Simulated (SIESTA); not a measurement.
**CoO under changes of volume**

One of the cells (9.584 Å³/atom); the others are scaled copies at fixed shape and fractional positions:

```xyz
2
Lattice="-1.5080 1.5080 2.1072 1.5080 -1.5080 2.1072 1.5080 1.5080 -2.1072" Properties=species:S:1:pos:R:3 pbc="T T T"
Co    0.0000    0.0000    0.0000
O     0.0000    0.0000    2.1072
```

| Property | Result |
| --- | --- |
| Program | SIESTA 5.4.2 |
| Functional | LDA |
| Potentials or basis | PseudoDojo 0.4 standard (LDA files) |
| Basis | DZP (energy shift 0.003 Ry; two zetas on semicore shells) |
| Grid cutoff | 800 Ry |
| Energy shift | 0.003 Ry |
| k mesh | 9 × 9 × 9 |
| Occupations | fermi-dirac, width 0.05 eV |
| Spin | collinear spin, ferromagnetic start |
| Starting moments | [2.0, 0.0] μB |

| volume (Å³/atom) | energy over the lowest point (meV/atom) | pressure (GPa) | moment (μB per cell) |
| --- | --- | --- | --- |
| 9.009 | 0.00 | -8.0 | 2.63 |
| 9.201 | 11.18 | -11.4 | 2.70 |
| 9.392 | 27.02 | -14.8 | 2.75 |
| 9.584 | ? | ? | ? |
| 9.776 | 69.69 | -19.9 | 2.86 |
| 9.967 | 94.84 | -22.0 | 2.92 |
| 10.159 | 122.31 | -24.0 | 2.96 |

Task: What does the run at 9.584 Å³/atom give?

Result: Energy over the lowest point 46.85 meV/atom; pressure -17.6 GPa; moment 2.79 μB per cell.

Worked out: A Birch-Murnaghan fit of order 3 (a polynomial in V^(-2/3)) to the other rows has its minimum at 8.75 Å³/atom, just outside them, with B0 = V·E''(V) = 274 GPa and B' = 7.2 at fixed shape and positions, which overstates the stiffness. It gives 46.76 meV/atom at 9.584 Å³/atom, against the run's 46.85, and -dE/dV = -17.9 GPa, against -17.6. A straight line through the other rows of the moment, of slope 0.287 μB per Å³/atom, gives 2.80 μB, against the run's 2.79.

Energies are extrapolated to zero smearing.

Caveats: short orbitals over semicore shells can move pressures by several GPa; the basis of atomic orbitals isn't converged, which shifts pressures, moduli and gaps; a cell with one magnetic atom can't hold antiferromagnetic order, which such compounds often take.
